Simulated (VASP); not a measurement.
# NiO (Fm-3m) in VASP: notebook

The runs below take NiO through relaxation of cell and atoms, vibrations by finite differences, with PBE.

Program: VASP 6.6.1. These are calculated values, not measurements. Logs are shortened: lines on timing, memory, paths and dates and some standing lists are left out, and cuts for length are marked.

## Step 1: The crystal as given

It takes space group Fm-3m (No. 225, cubic). The conventional cell has a = 4.172 Å, b = 4.172 Å, c = 4.172 Å, α = 90.00°, β = 90.00°, γ = 90.00°. Ni (site symmetry m-3m) has 6 O at 2.09 Å as nearest neighbours. Around O (site symmetry m-3m) lie 6 Ni at 2.09 Å.

## Step 2: Relaxation of cell and atoms, PBE, collinear spin, ferromagnetic start

Input file INCAR:

```
SYSTEM = NiO
ALGO     = Normal         ! electronic algorithm
EDIFF    = 1E-7           ! SCF threshold, eV
EDIFFG   = -0.002         ! ionic threshold
ENCUT    = 520            ! plane-wave cutoff, eV
GGA      = PE             ! functional
IBRION   = 2              ! ionic algorithm
ISIF     = 3              ! what is computed and relaxed
ISMEAR   = 0              ! smearing method
ISPIN    = 2              ! spin polarisation
LASPH    = .True.         ! aspherical terms in the spheres
LCHARG   = .False.        ! write CHGCAR
LMAXMIX  = 4              ! l up to which the mixer works
LORBIT   = 11             ! projections on sites
LREAL    = .False.        ! projectors in reciprocal space
LWAVE    = .False.        ! write WAVECAR
MAGMOM   = 2 0            ! initial moments
NELM     = 150            ! most SCF steps
NSW      = 80             ! ionic steps
PREC     = Accurate       ! precision mode
SIGMA    = 0.02           ! smearing width, eV
```

Input file KPOINTS:

```
k-points
0
Gamma
  12 12 12
  0 0 0
```

Input file POSCAR:

```
NiO
1.0
    0.0000000000      2.0859016400      2.0859016400
    2.0859016400      0.0000000000      2.0859016400
    2.0859016400      2.0859016400      0.0000000000
Ni O
1 1
Direct
    0.0000000000      0.0000000000      0.0000000000
    0.5000000000      0.5000000000      0.5000000000
```

Potentials or basis: VASP PAW PBE potentials, release 64 (Ni, O).

On the command line:

```bash
$ cat potpaw_PBE.64/Ni/POTCAR potpaw_PBE.64/O/POTCAR > POTCAR
$ mpirun -np 1 vasp_std > vasp.out
```

OUTCAR:

```text
SYSTEM = NiO
   EDIFF = 1E-7
   EDIFFG = -0.002
   ENCUT = 520
   GGA = PE
   IBRION = 2
   ISIF = 3
   ISMEAR = 0
   ISPIN = 2
   LASPH = .True.
   LORBIT = 11
   LREAL = .False.
   NELM = 150
   NSW = 80
   PREC = Accurate

 ion  position               nearest neighbor table
   1  0.000  0.000  0.000-   2 2.09   2 2.09   2 2.09   2 2.09   2 2.09   2 2.09
   2  0.500  0.500  0.500-   1 2.09   1 2.09   1 2.09   1 2.09   1 2.09   1 2.09

  LATTYP: Found a face centered cubic cell.
 ALAT       =     4.1718032800

  Lattice vectors:

 A1 = (   0.0000000000,   2.0859016400,   2.0859016400)
 A2 = (   2.0859016400,   0.0000000000,   2.0859016400)
 A3 = (   2.0859016400,   2.0859016400,   0.0000000000)

Analysis of symmetry for initial positions (statically):
=====================================================================
 Subroutine PRICEL returns:
 Original cell was already a primitive cell.

 Routine SETGRP: Setting up the symmetry group for a
 face centered cubic supercell.

 Subroutine GETGRP returns: Found 48 space group operations
 (whereof 48 operations were pure point group operations)
 out of a pool of 48 trial point group operations.

The static configuration has the point symmetry O_h .

Analysis of symmetry for dynamics (positions and initial velocities):
=====================================================================
 Subroutine PRICEL returns:
 Original cell was already a primitive cell.

 Routine SETGRP: Setting up the symmetry group for a
 face centered cubic supercell.

 Subroutine GETGRP returns: Found 48 space group operations
 (whereof 48 operations were pure point group operations)
 out of a pool of 48 trial point group operations.

The dynamic configuration has the point symmetry O_h .

Analysis of structural, dynamic, and magnetic symmetry:
=====================================================================
 Subroutine PRICEL returns:
 Original cell was already a primitive cell.

 Routine SETGRP: Setting up the symmetry group for a
 face centered cubic supercell.

 Subroutine GETGRP returns: Found 48 space group operations
 (whereof 48 operations were pure point group operations)
 out of a pool of 48 trial point group operations.

The overall configuration has the point symmetry O_h .

 Subroutine INISYM returns: Found 48 space group operations
 (whereof 48 operations are pure point group operations),
 and found     1 'primitive' translations

----------------------------------------------------------------------------------------

                                     Primitive cell

  volume of cell :      18.1515

  direct lattice vectors                    reciprocal lattice vectors
     0.000000000  2.085901640  2.085901640    -0.239704495  0.239704495  0.239704495
     2.085901640  0.000000000  2.085901640     0.239704495 -0.239704495  0.239704495
     2.085901640  2.085901640  0.000000000     0.239704495  0.239704495 -0.239704495

  length of vectors
     2.949910389  2.949910389  2.949910389     0.415180365  0.415180365  0.415180365

  position of ions in fractional coordinates (direct lattice)
     0.000000000  0.000000000  0.000000000
     0.500000000  0.500000000  0.500000000

  ion indices of the primitive-cell ions
   primitive index   ion index
                 1           1
                 2           2

----------------------------------------------------------------------------------------

 KPOINTS: k-points

Automatic generation of k-mesh.
 Grid dimensions read from file:
 generate k-points for:   12   12   12

 Generating k-lattice:

  Cartesian coordinates                     Fractional coordinates (reciprocal lattice)
    -0.019975375  0.019975375  0.019975375     0.083333333  0.000000000  0.000000000
     0.019975375 -0.019975375  0.019975375     0.000000000  0.083333333  0.000000000
     0.019975375  0.019975375 -0.019975375     0.000000000  0.000000000  0.083333333

  Length of vectors
     0.034598364  0.034598364  0.034598364

  Shift w.r.t. Gamma in fractional coordinates (k-lattice)
     0.000000000  0.000000000  0.000000000

 Subroutine IBZKPT returns following result:
 ===========================================

 Found     72 irreducible k-points:

 Following reciprocal coordinates:
            Coordinates               Weight
  0.000000  0.000000  0.000000      1.000000
  0.083333  0.000000  0.000000      8.000000
  0.166667  0.000000  0.000000      8.000000
  0.250000  0.000000  0.000000      8.000000
  0.333333  0.000000  0.000000      8.000000
  0.416667  0.000000  0.000000      8.000000
[... 16 lines left out ...]
  0.500000  0.166667  0.000000     24.000000
 -0.416667  0.166667  0.000000     24.000000
 [... further k-points ...]
   k-points           NKPTS =     72   k-points in BZ     NKDIM =     72   number of bands    NBANDS=     13
   number of dos      NEDOS =    301   number of ions     NIONS =      2
   total plane-waves  NPLWV =  13824
   dimension x,y,z NGX =    24 NGY =   24 NGZ =   24
   dimension x,y,z NGXF=    48 NGYF=   48 NGZF=   48
   ions per type =               1   1
   NGX,Y,Z   is equivalent  to a cutoff of  13.53, 13.53, 13.53 a.u.
   NGXF,Y,Z  is equivalent  to a cutoff of  27.05, 27.05, 27.05 a.u.
 SYSTEM =  NiO
   PREC   = accura    normal or accurate (medium, high low for compatibility)
   ISTART =      0    job   : 0-new  1-cont  2-samecut
   ICHARG =      2    charge: 1-file 2-atom 10-const
   ISPIN  =      2    spin polarized calculation?
   LNONCOLLINEAR =      F non collinear calculations
   LSORBIT =      F    spin-orbit coupling
   LASPH  =      T    aspherical Exc in radial PAW
   ENCUT  =  520.0 eV  38.22 Ry    6.18 a.u.   5.48  5.48  5.48*2*pi/ulx,y,z
   NELM   =    150;   NELMIN=  2; NELMDL= -5     # of ELM steps
   EDIFF  = 0.1E-06   stopping-criterion for ELM
   LREAL  =      F    real-space projection
   EDIFFG = -.2E-02   stopping-criterion for IOM
   NSW    =     80    number of steps for IOM
   IBRION =      2    ionic relax: 0-MD 1-quasi-New 2-CG
   NFREE  =      1    steps in history (QN), initial steepest desc. (CG)
   ISIF   =      3    stress and relaxation
   ISYM   =      2    0-nonsym 1-usesym 2-fastsym
   POTIM  = 0.5000    time-step for ionic-motion
   TEBEG  =    0.0;   TEEND  =   0.0 temperature during run
   PSTRESS=    0.0 pullay stress
   NELECT =      16.0000    total number of electrons
   NUPDOWN=      -1.0000    fix difference up-down
   EMIN   =  10.00;   EMAX   =-10.00  energy-range for DOS
   EFERMI =   0.00;   METHOD = LEGACY
   ISMEAR =     0;   SIGMA  =   0.02  broadening in eV -4-tet -1-fermi 0-gaus
   EFERMI_NEDOS =   21; number of points for ismear=-14 and -15
   IALGO  =     38    algorithm
   IMIX   =      4    mixing-type and parameters
     AMIX     =   0.40;   BMIX     =  1.00
     AMIX_MAG =   1.60;   BMIX_MAG =  1.00
  volume/ion in A,a.u.               =       9.08        61.25
  Fermi-wavevector in a.u.,A,eV,Ry     =   1.569680  2.966264 33.523312  2.463894
  Thomas-Fermi vector in A             =   2.671526
   LORBIT       =     11    0 simple, 1 ext, 2 COOP (PROOUT), +10 PAW based schemes
   GGA     = PE    functional components
   LHFCALC =     F    Hartree Fock is set to
   AEXX    =    0.0000 exact exchange contribution
   IVDW    =     0    specifies the selected vdW correction
   LEPSILON=     F    determine dielectric tensor
   LRPA    =     F    only Hartree local field effects (RPA)
 conjugate gradient relaxation of ions
 spin polarized calculation
 Gauss-broadening in eV      SIGMA  =   0.02
  energy-cutoff  :      520.00
  volume of cell :       18.15
 maximum number of plane-waves:       531
 NGX is ok and might be reduce to    24
   NGX = 11   NGY = 11   NGZ = 11

--------------------------------------- Ionic step        1  -------------------------------------------

 number of electron      16.0000001 magnetization       1.6480537

 Free energy of the ion-electron system (eV)
  ---------------------------------------------------
  ext. energy  EPLUGINS =         0.00000000
  ---------------------------------------------------
  free energy    TOTEN  =       -11.46973427 eV

  energy without entropy =      -11.46947598  energy(sigma->0) =      -11.46960512

------------------------ aborting loop because EDIFF is reached ----------------------------------------

  FORCE on cell =-STRESS in cart. coord.  units (eV):
  Direction    XX          YY          ZZ          XY          YZ          ZX
  --------------------------------------------------------------------------------------
  -------------------------------------------------------------------------------------
  Total        0.5419712      0.5419712      0.5419712      0.0000000      0.0000000      0.0000000
  in kB       47.8382579     47.8382579     47.8382579      0.0000000      0.0000000      0.0000000
  external PRESSURE =      47.8382579 kB  Pullay stress =       0.0000000 kB
[... 93 lines left out ...]
  energy  without entropy=      -11.4774076470  energy(sigma->0) =      -11.47754031

--------------------------------------- Ionic step        4  -------------------------------------------

 number of electron      16.0000014 magnetization       1.7958706

 Free energy of the ion-electron system (eV)
  ---------------------------------------------------
  ext. energy  EPLUGINS =         0.00000000
  ---------------------------------------------------
  free energy    TOTEN  =       -11.47768074 eV

  energy without entropy =      -11.47741835  energy(sigma->0) =      -11.47754955

 E-fermi :   7.4693     XC(G=0): -12.5198

 val. band max:        7.4659612672   @ k =   0.3333   0.2500   0.0000
 cond. band min:       7.4765093231   @ k =   0.5000   0.0833   0.0000
 fundamental gap:      0.0105480560
 Fermi energy:         7.4693285565

 spin component 1

 k-point     1 :       0.0000    0.0000    0.0000
  band No.  band energies     occupation
      1     -12.6002      1.00000
      2       4.3583      1.00000
      3       4.3584      1.00000
      4       4.6313      1.00000
      5       4.6313      1.00000
      6       4.6313      1.00000
      7       4.8809      1.00000
      8       4.8809      1.00000
      9       4.8809      1.00000
     10       8.8902      0.00000
     11      25.2716      0.00000
     12      26.2161      0.00000
     13      26.2161      0.00000
[... 353 lines left out ...]
 k-point    24 :      -0.4167    0.1667    0.0000
  band No.  band energies     occupation
      1     -11.2544      1.00000
      2      -0.0100      1.00000
      3       1.7282      1.00000
      4       1.8404      1.00000
      5       5.3496      1.00000
      6       5.5433      1.00000
      7       5.9707      1.00000
      8       6.7638      1.00000
      9       7.4507      0.90575
     10      14.4517      0.00000
     11      16.8441      0.00000
     12      19.5563      0.00000
     13      21.9249      0.00000

 [... further k-points ...]

 spin component 2

 k-point     1 :       0.0000    0.0000    0.0000
  band No.  band energies     occupation
      1     -12.1471      1.00000
      2       5.1530      1.00000
      3       5.1530      1.00000
      4       5.1530      1.00000
      5       5.7107      1.00000
      6       5.7109      1.00000
      7       5.7109      1.00000
      8       6.9613      1.00000
      9       6.9615      1.00000
     10       9.2448      0.00000
     11      25.2072      0.00000
     12      26.4310      0.00000
     13      26.4310      0.00000
[... 397 lines left out ...]
  FREE ENERGIE OF THE ION-ELECTRON SYSTEM (eV)
  ---------------------------------------------------
  free  energy   TOTEN  =       -11.4776807434 eV

  energy  without entropy=      -11.4774183512  energy(sigma->0) =      -11.47754955

 reached required accuracy - stopping structural energy minimisation

 total charge

# of ion       s       p       d       tot
------------------------------------------
    1        0.324   0.385   8.225   8.933
    2        1.557   3.412   0.000   4.969
--------------------------------------------------
tot          1.881   3.796   8.225  13.902

 magnetization (x)

# of ion       s       p       d       tot
------------------------------------------
    1        0.011   0.015   1.448   1.474
    2        0.027   0.249   0.000   0.276
--------------------------------------------------
tot          0.039   0.264   1.448   1.750
```

Run time: 40 s. Hardware: 1 thread of Intel Xeon 6975P-C (Granite Rapids), shared host; peak memory 0.17 GiB.

Results:

* Free energy: -11.4777 eV
* Relaxed volume: 9.36 Å³/atom
* Relaxed cell: a = 2.980 Å, b = 2.980 Å, c = 2.980 Å, α = 60.00°, β = 60.00°, γ = 60.00°
* Space group after relaxing (to 0.05 Å): Fm-3m (No. 225)
* Energy gained by relaxing: 4.0 meV/atom
* Ionic steps: 4
* Pressure after relaxing: 0.0 GPa
* Band gap on the k mesh: none (metal or under the smearing width)
* Net moment: 1.80 μB per cell
* Site moments: Ni +1.47; O +0.28 μB
* Valence electrons inside the program's atomic spheres: Ni 8.93; O 4.97

Step by step:
| step | energy change (eV) | largest force (eV/Å) | pressure (GPa) | volume (Å³) |
| --- | --- | --- | --- | --- |
| 1 | 0.0000 | 0.0000 | 4.78 | 18.15 |
| 2 | -0.0073 | 0.0000 | -1.34 | 18.87 |
| 3 | -0.0079 | 0.0000 | 0.15 | 18.70 |
| 4 | -0.0079 | 0.0000 | 0.02 | 18.72 |

Final structure:
```xyz
2
Lattice="0.0000 2.1074 2.1074 2.1074 0.0000 2.1074 2.1074 2.1074 0.0000" Properties=species:S:1:pos:R:3 pbc="T T T"
Ni    0.0000    0.0000    0.0000
O     2.1074    2.1074    2.1074
```

Levels at points of the mesh, in eV from the Fermi level:
Spin up:
```tsv
k point	band 5	band 6	band 7	band 8	band 9	band 10	band 11	band 12	band 13
(0.00, 0.00, 0.00)	-2.84	-2.84	-2.59	-2.59	-2.59	1.42	17.80	18.75	18.75
(0.50, 0.00, 0.00)	-1.94	-1.94	-1.41	0.25	0.25	5.57	9.74	13.86	13.86
(0.50, 0.50, 0.00)	-3.41	-2.79	-2.29	-1.64	-1.64	5.98	10.43	12.14	16.32
```
Spin down:
```csv
k point,band 3,band 4,band 5,band 6,band 7,band 8,band 9,band 10,band 11,band 12
"(0.00, 0.00, 0.00)",-2.32,-2.32,-1.76,-1.76,-1.76,-0.51,-0.51,1.78,17.74,18.96
"(0.50, 0.00, 0.00)",-4.57,-4.57,-0.91,-0.91,-0.55,2.21,2.21,5.75,10.27,14.15
"(0.50, 0.50, 0.00)",-3.63,-3.63,-2.68,-0.73,-0.73,-0.10,0.38,6.45,10.79,12.40
```

Caveat: a cell with one magnetic atom can't hold antiferromagnetic order, which such compounds often take; semilocal functionals often make such compounds metallic where correlation or magnetic order opens a gap, which also shifts bond lengths. PBE usually gives volumes a little too large and moduli too small.

## Step 3: Relaxation of cell and atoms, PBE, collinear spin, ferromagnetic start

This run uses another cell than the first one, of 9.36 Å³/atom, 1.031 times its volume.

INCAR is that of step 2.

KPOINTS is that of step 2.

Input file POSCAR:

```
NiO                                     
1.0
    0.0000000000      2.1074058594      2.1074058594
    2.1074058594      0.0000000000      2.1074058594
    2.1074058594      2.1074058594     -0.0000000000
  Ni              O             
     1     1
Direct
     0.0000000000000000    0.0000000000000000    0.0000000000000000
     0.5000000000000000    0.5000000000000000    0.5000000000000000
```

Potentials or basis: VASP PAW PBE potentials, release 64 (Ni, O).

On the command line:

```bash
$ cat potpaw_PBE.64/Ni/POTCAR potpaw_PBE.64/O/POTCAR > POTCAR
$ mpirun -np 1 vasp_std > vasp.out
```

Wall time 34 s (1 thread of Intel Xeon 6975P-C (Granite Rapids), shared host); peak memory 0.17 GiB.

Results (log left out):

* Free energy: -11.4785 eV
* Relaxed volume: 9.36 Å³/atom
* Relaxed cell: a = 2.981 Å, b = 2.981 Å, c = 2.981 Å, α = 60.00°, β = 60.00°, γ = 60.00°
* Space group after relaxing (to 0.05 Å): Fm-3m (No. 225)
* Energy gained by relaxing: 0.0 meV/atom
* Ionic steps: 5
* Pressure after relaxing: 0.0 GPa
* Band gap on the k mesh: none (metal or under the smearing width)
* Net moment: 1.80 μB per cell
* Site moments: Ni +1.48; O +0.28 μB
* Valence electrons inside the program's atomic spheres: Ni 8.93; O 4.97

Final structure:
```
Ni O
1.0
     0.00000    2.10761    2.10761
     2.10761    0.00000    2.10761
     2.10761    2.10761    0.00000
Ni O
1 1
Direct
  0.00000 0.00000 0.00000
  0.50000 0.50000 0.50000
```

Levels at points of the mesh, in eV from the Fermi level:
Spin up:
```tsv
k point	band 5	band 6	band 7	band 8	band 9	band 10	band 11	band 12	band 13
(0.00, 0.00, 0.00)	-2.84	-2.84	-2.59	-2.59	-2.59	1.42	17.80	18.74	18.74
(0.50, 0.00, 0.00)	-1.94	-1.94	-1.41	0.24	0.24	5.57	9.74	13.86	13.86
(0.50, 0.50, 0.00)	-3.40	-2.79	-2.29	-1.64	-1.64	5.98	10.43	12.14	16.31
```
Spin down:
| k point | band 5 | band 6 | band 7 | band 8 | band 9 | band 10 |
| --- | --- | --- | --- | --- | --- | --- |
| (0.00, 0.00, 0.00) | -1.76 | -1.76 | -1.76 | -0.51 | -0.51 | 1.77 |
| (0.50, 0.00, 0.00) | -0.91 | -0.91 | -0.55 | 2.21 | 2.21 | 5.75 |
| (0.50, 0.50, 0.00) | -2.68 | -0.73 | -0.73 | -0.10 | 0.39 | 6.44 |

Caveat: a cell with one magnetic atom can't hold antiferromagnetic order, which such compounds often take; semilocal functionals often make such compounds metallic where correlation or magnetic order opens a gap, which also shifts bond lengths.

(Part 1 of 2 ends here.)
